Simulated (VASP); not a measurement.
# FeSi2 (P4/mmm) in VASP: relaxation of cell and atoms with PBEsol

Aim: the relaxation of cell and atoms of FeSi2 with PBEsol.

Everything below comes from runs of VASP 6.6.1. Logs are shortened: lines on timing, memory, paths and dates and some standing lists are left out, and cuts for length are marked.

**1. The structure**

The structure is tetragonal, space group P4/mmm (No. 123). Conventional cell: a = 2.684 Å, b = 2.684 Å, c = 5.128 Å, α = 90.00°, β = 90.00°, γ = 90.00°. Around Fe (site symmetry 4/mmm) lie 8 Si at 2.35 Å and 4 Fe at 2.68 Å. Around Si (site symmetry 4mm) lie 4 Fe at 2.35 Å and 5 Si at 2.36 to 2.68 Å.

**2. Relaxation of cell and atoms, PBEsol**

INCAR

```
SYSTEM = FeSi2
ALGO     = Fast           ! electronic algorithm
EDIFF    = 1E-7           ! SCF threshold, eV
EDIFFG   = -0.004         ! ionic threshold
ENCUT    = 600            ! plane-wave cutoff, eV
GGA      = PS             ! functional
IBRION   = 2              ! ionic algorithm
ISIF     = 3              ! what is computed and relaxed
ISMEAR   = 0              ! smearing method
LASPH    = .TRUE.         ! aspherical terms in the spheres
LCHARG   = .FALSE.        ! write CHGCAR
LREAL    = .FALSE.        ! projectors in reciprocal space
LWAVE    = .FALSE.        ! write WAVECAR
NELM     = 80             ! most SCF steps
NSW      = 80             ! ionic steps
PREC     = Accurate       ! precision mode
SIGMA    = 0.1            ! smearing width, eV
```

KPOINTS

```
k-points
0
G
  16 16 8
  0 0 0
```

POSCAR

```
FeSi2
1.0
    2.6840000000      0.0000000000      0.0000000000
    0.0000000000      2.6840000000      0.0000000000
    0.0000000000      0.0000000000      5.1280000000
Fe Si
1 2
Direct
    0.0000000000      0.0000000000      0.0000000000
    0.5000000000      0.5000000000      0.2700000000
    0.5000000000      0.5000000000      0.7300000000
```

Potentials or basis: VASP PAW PBE potentials, release 64 (Fe, Si).

Run with:

```sh
> cat potpaw_PBE.64/Fe/POTCAR potpaw_PBE.64/Si/POTCAR > POTCAR
> mpirun -np 1 vasp_std > vasp.out
```

OUTCAR:

```text
SYSTEM = FeSi2
   EDIFF = 1E-7
   EDIFFG = -0.004
   ENCUT = 600
   GGA = PS
   IBRION = 2
   ISIF = 3
   ISMEAR = 0
   LASPH = .TRUE.
   LREAL = .FALSE.
   NELM = 80
   NSW = 80
   PREC = Accurate

 ion  position               nearest neighbor table
   1  0.000  0.000  0.000-   2 2.35   3 2.35   2 2.35   3 2.35   2 2.35   3 2.35   2 2.35   3 2.35

   2  0.500  0.500  0.270-   1 2.35   1 2.35   1 2.35   1 2.35   3 2.36   3 2.77
   3  0.500  0.500  0.730-   1 2.35   1 2.35   1 2.35   1 2.35   2 2.36   2 2.77

  LATTYP: Found a simple tetragonal cell.
 ALAT       =     2.6840000000
 C/A-ratio  =     1.9105812221

  Lattice vectors:

 A1 = (   2.6840000000,   0.0000000000,   0.0000000000)
 A2 = (   0.0000000000,   2.6840000000,   0.0000000000)
 A3 = (   0.0000000000,   0.0000000000,   5.1280000000)

Analysis of symmetry for initial positions (statically):
=====================================================================
 Subroutine PRICEL returns:
 Original cell was already a primitive cell.

 Routine SETGRP: Setting up the symmetry group for a
 simple tetragonal supercell.

 Subroutine GETGRP returns: Found 16 space group operations
 (whereof 16 operations were pure point group operations)
 out of a pool of 16 trial point group operations.

The static configuration has the point symmetry D_4h.

Analysis of symmetry for dynamics (positions and initial velocities):
=====================================================================
 Subroutine PRICEL returns:
 Original cell was already a primitive cell.

 Routine SETGRP: Setting up the symmetry group for a
 simple tetragonal supercell.

 Subroutine GETGRP returns: Found 16 space group operations
 (whereof 16 operations were pure point group operations)
 out of a pool of 16 trial point group operations.

The dynamic configuration has the point symmetry D_4h.

 Subroutine INISYM returns: Found 16 space group operations
 (whereof 16 operations are pure point group operations),
 and found     1 'primitive' translations

----------------------------------------------------------------------------------------

                                     Primitive cell

  volume of cell :      36.9414

  direct lattice vectors                    reciprocal lattice vectors
     2.684000000  0.000000000  0.000000000     0.372578241  0.000000000  0.000000000
     0.000000000  2.684000000  0.000000000     0.000000000  0.372578241  0.000000000
     0.000000000  0.000000000  5.128000000     0.000000000  0.000000000  0.195007800

  length of vectors
     2.684000000  2.684000000  5.128000000     0.372578241  0.372578241  0.195007800

  position of ions in fractional coordinates (direct lattice)
     0.000000000  0.000000000  0.000000000
     0.500000000  0.500000000  0.270000000
     0.500000000  0.500000000  0.730000000

  ion indices of the primitive-cell ions
   primitive index   ion index
                 1           1
                 2           2
                 3           3

----------------------------------------------------------------------------------------

 KPOINTS: k-points

Automatic generation of k-mesh.
 Grid dimensions read from file:
 generate k-points for:   16   16    8

 Generating k-lattice:

  Cartesian coordinates                     Fractional coordinates (reciprocal lattice)
     0.023286140  0.000000000  0.000000000     0.062500000  0.000000000  0.000000000
     0.000000000  0.023286140  0.000000000     0.000000000  0.062500000  0.000000000
     0.000000000  0.000000000  0.024375975     0.000000000  0.000000000  0.125000000

  Length of vectors
     0.023286140  0.023286140  0.024375975

  Shift w.r.t. Gamma in fractional coordinates (k-lattice)
     0.000000000  0.000000000  0.000000000

 Subroutine IBZKPT returns following result:
 ===========================================

 Found    225 irreducible k-points:

 Following reciprocal coordinates:
            Coordinates               Weight
  0.000000  0.000000  0.000000      1.000000
  0.062500  0.000000  0.000000      4.000000
  0.125000  0.000000  0.000000      4.000000
  0.187500  0.000000  0.000000      4.000000
  0.250000  0.000000  0.000000      4.000000
  0.312500  0.000000  0.000000      4.000000
[... 16 lines left out ...]
  0.437500  0.125000  0.000000      8.000000
  0.500000  0.125000  0.000000      4.000000
 [... further k-points ...]
   k-points           NKPTS =    225   k-points in BZ     NKDIM =    225   number of bands    NBANDS=     12
   number of dos      NEDOS =    301   number of ions     NIONS =      3
   total plane-waves  NPLWV =  24192
   dimension x,y,z NGX =    24 NGY =   24 NGZ =   42
   dimension x,y,z NGXF=    48 NGYF=   48 NGZF=   84
   ions per type =               1   2
   NGX,Y,Z   is equivalent  to a cutoff of  14.87, 14.87, 13.62 a.u.
   NGXF,Y,Z  is equivalent  to a cutoff of  29.73, 29.73, 27.23 a.u.
 SYSTEM =  FeSi2
   PREC   = accura    normal or accurate (medium, high low for compatibility)
   ISTART =      0    job   : 0-new  1-cont  2-samecut
   ICHARG =      2    charge: 1-file 2-atom 10-const
   ISPIN  =      1    spin polarized calculation?
   LNONCOLLINEAR =      F non collinear calculations
   LSORBIT =      F    spin-orbit coupling
   LASPH  =      T    aspherical Exc in radial PAW
   ENCUT  =  600.0 eV  44.10 Ry    6.64 a.u.   5.36  5.36 10.24*2*pi/ulx,y,z
   NELM   =     80;   NELMIN=  2; NELMDL= -5     # of ELM steps
   EDIFF  = 0.1E-06   stopping-criterion for ELM
   LREAL  =      F    real-space projection
   EDIFFG = -.4E-02   stopping-criterion for IOM
   NSW    =     80    number of steps for IOM
   IBRION =      2    ionic relax: 0-MD 1-quasi-New 2-CG
   NFREE  =      1    steps in history (QN), initial steepest desc. (CG)
   ISIF   =      3    stress and relaxation
   ISYM   =      2    0-nonsym 1-usesym 2-fastsym
   POTIM  = 0.5000    time-step for ionic-motion
   TEBEG  =    0.0;   TEEND  =   0.0 temperature during run
   PSTRESS=    0.0 pullay stress
   NELECT =      16.0000    total number of electrons
   NUPDOWN=      -1.0000    fix difference up-down
   EMIN   =  10.00;   EMAX   =-10.00  energy-range for DOS
   EFERMI =   0.00;   METHOD = LEGACY
   ISMEAR =     0;   SIGMA  =   0.10  broadening in eV -4-tet -1-fermi 0-gaus
   EFERMI_NEDOS =   21; number of points for ismear=-14 and -15
   IALGO  =     68    algorithm
   IMIX   =      4    mixing-type and parameters
     AMIX     =   0.40;   BMIX     =  1.00
     AMIX_MAG =   1.60;   BMIX_MAG =  1.00
  volume/ion in A,a.u.               =      12.31        83.10
  Fermi-wavevector in a.u.,A,eV,Ry     =   1.238636  2.340683 20.874330  1.534220
  Thomas-Fermi vector in A             =   2.373153
   LORBIT       =      0    0 simple, 1 ext, 2 COOP (PROOUT), +10 PAW based schemes
   GGA     = PS    functional components
   LHFCALC =     F    Hartree Fock is set to
   AEXX    =    0.0000 exact exchange contribution
   IVDW    =     0    specifies the selected vdW correction
   LEPSILON=     F    determine dielectric tensor
   LRPA    =     F    only Hartree local field effects (RPA)
 conjugate gradient relaxation of ions
 non-spin polarized calculation
 RMM-DIIS sequential band-by-band and
 Gauss-broadening in eV      SIGMA  =   0.10
  energy-cutoff  :      600.00
  volume of cell :       36.94
 maximum number of plane-waves:      1253
 NGX is ok and might be reduce to    24
   NGX = 11   NGY = 11   NGZ = 21

--------------------------------------- Ionic step        1  -------------------------------------------

 number of electron      16.0000000 magnetization

 Free energy of the ion-electron system (eV)
  ---------------------------------------------------
  ext. energy  EPLUGINS =         0.00000000
  ---------------------------------------------------
  free energy    TOTEN  =       -21.94992717 eV

  energy without entropy =      -21.94464329  energy(sigma->0) =      -21.94728523

 E-fermi :   9.9240     XC(G=0): -12.0760

 val. band max:        9.9124958582   @ k =   0.4375   0.2500   0.0000
 cond. band min:       9.9276228651   @ k =   0.5000   0.4375   0.3750
 fundamental gap:      0.0151270069
 Fermi energy:         9.9240441827

 k-point     1 :       0.0000    0.0000    0.0000
  band No.  band energies     occupation
      1      -4.0364      2.00000
      2       0.7224      2.00000
      3       1.9428      2.00000
      4       6.3015      2.00000
      5       8.2657      2.00000
      6       8.3947      2.00000
      7       8.3947      2.00000
      8       9.2645      2.00000
      9      14.5000      0.00000
     10      14.5000      0.00000
     11      16.3836      0.00000
     12      17.1072      0.00000
[... 331 lines left out ...]
 k-point    24 :       0.5000    0.1250    0.0000
  band No.  band energies     occupation
      1       0.2146      2.00000
      2       2.2539      2.00000
      3       3.1562      2.00000
      4       5.4032      2.00000
      5       5.9530      2.00000
      6       7.0052      2.00000
      7       7.9477      2.00000
      8       9.1273      2.00000
      9      10.0141      0.20274
     10      11.3720      0.00000
     11      12.2932      0.00000
     12      15.2696      0.00000

 [... further k-points ...]
[... 5 lines left out ...]
  --------------------------------------------------------------------------------------
  -------------------------------------------------------------------------------------
  Total       -0.1715538     -0.1715538     -0.5057711      0.0000000      0.0000000     -0.0000000
  in kB       -7.4404293     -7.4404293    -21.9357047      0.0000000      0.0000000     -0.0000000
  external PRESSURE =     -12.2721878 kB  Pullay stress =       0.0000000 kB
[... 170 lines left out ...]
  energy  without entropy=      -21.9490788301  energy(sigma->0) =      -21.95163816

--------------------------------------- Ionic step        6  -------------------------------------------

 number of electron      15.9999999 magnetization

 Free energy of the ion-electron system (eV)
  ---------------------------------------------------
  ext. energy  EPLUGINS =         0.00000000
  ---------------------------------------------------
  free energy    TOTEN  =       -21.95422026 eV

  energy without entropy =      -21.94909560  energy(sigma->0) =      -21.95165793

 E-fermi :  10.0278     XC(G=0): -12.1179

 val. band max:       10.0186079724   @ k =   0.4375   0.2500   0.0000
 cond. band min:      10.0454277943   @ k =   0.5000   0.2500   0.0000
 fundamental gap:      0.0268198219
 Fermi energy:        10.0278356814

 k-point     1 :       0.0000    0.0000    0.0000
  band No.  band energies     occupation
      1      -3.9914      2.00000
      2       0.8196      2.00000
      3       1.9927      2.00000
      4       6.4123      2.00000
      5       8.3475      2.00000
      6       8.5139      2.00000
      7       8.5139      2.00000
      8       9.4003      2.00000
      9      14.6350      0.00000
     10      14.6350      0.00000
     11      16.5803      0.00000
     12      17.1664      0.00000
[... 331 lines left out ...]
 k-point    24 :       0.5000    0.1250    0.0000
  band No.  band energies     occupation
      1       0.2864      2.00000
      2       2.3177      2.00000
      3       3.2621      2.00000
      4       5.4675      2.00000
      5       6.0575      2.00000
      6       7.0977      2.00000
      7       8.0776      2.00000
      8       9.2467      2.00000
      9      10.1184      0.20023
     10      11.5289      0.00000
     11      12.3980      0.00000
     12      15.3601      0.00000

 [... further k-points ...]
[... 5 lines left out ...]
  --------------------------------------------------------------------------------------
  -------------------------------------------------------------------------------------
  Total        0.0072133      0.0072133     -0.0111791      0.0000000      0.0000000      0.0000000
  in kB        0.3154180      0.3154180     -0.4888297      0.0000000      0.0000000      0.0000000
  external PRESSURE =       0.0473354 kB  Pullay stress =       0.0000000 kB
[... 18 lines left out ...]
  FREE ENERGIE OF THE ION-ELECTRON SYSTEM (eV)
  ---------------------------------------------------
  free  energy   TOTEN  =       -21.9542202632 eV

  energy  without entropy=      -21.9490955999  energy(sigma->0) =      -21.95165793

 reached required accuracy - stopping structural energy minimisation
```

Run time: 5.3 min. Hardware: 1 thread of Intel Xeon Platinum 8488C (Sapphire Rapids), shared host; peak memory 0.27 GiB.

Results:

```yaml
Free_energy: -21.9542 eV
Relaxed_volume: 12.21 Å³/atom
Relaxed_cell: a = 2.678 Å, b = 2.678 Å, c = 5.110 Å, α = 90.00°, β = 90.00°, γ = 90.00°
Space_group_after_relaxing_to_0.05_Å: P4/mmm (No. 123)
Energy_gained_by_relaxing: 1.4 meV/atom
Ionic_steps: 6
Pressure_after_relaxing: 0.0 GPa
Largest_force_after_relaxing: 0.004 eV/Å
Band_gap_on_the_k_mesh: none (metal or under the smearing width)
```

Forces on the atoms (eV/Å):
```
Fe   0.000  0.000  0.000
Si   0.000  0.000  0.004
Si   0.000  0.000 -0.004
```

Stress tensor (GPa, compression positive):
```
 0.03  0.00  0.00
 0.00  0.03  0.00
 0.00  0.00 -0.05
```

Step by step:
| step | energy change (eV) | largest force (eV/Å) | pressure (GPa) | volume (Å³) |
| --- | --- | --- | --- | --- |
| 1 | 0.0000 | 0.2881 | -1.23 | 36.94 |
| 2 | -0.0025 | 0.1244 | 1.20 | 36.44 |
| 3 | -0.0041 | 0.0419 | 0.21 | 36.63 |
| 4 | -0.0042 | 0.0293 | -0.27 | 36.69 |
| 5 | -0.0043 | 0.0052 | -0.10 | 36.67 |
| 6 | -0.0043 | 0.0038 | 0.00 | 36.64 |

Final structure:
```yaml
crystal:
  lattice:
    - [2.67767, 0.00000, 0.00000]
    - [0.00000, 2.67767, 0.00000]
    - [0.00000, 0.00000, 5.11028]
  atoms:
    - { symbol: Fe, position: [0.00000, 0.00000, 0.00000] }
    - { symbol: Si, position: [0.50000, 0.50000, 0.27198] }
    - { symbol: Si, position: [0.50000, 0.50000, 0.72802] }
```

Caveat: the PAW data sets were made with another functional, which shifts forces and pressure a little. Spin polarisation is off, so any magnetic state and its effect on volume and gap are missing.
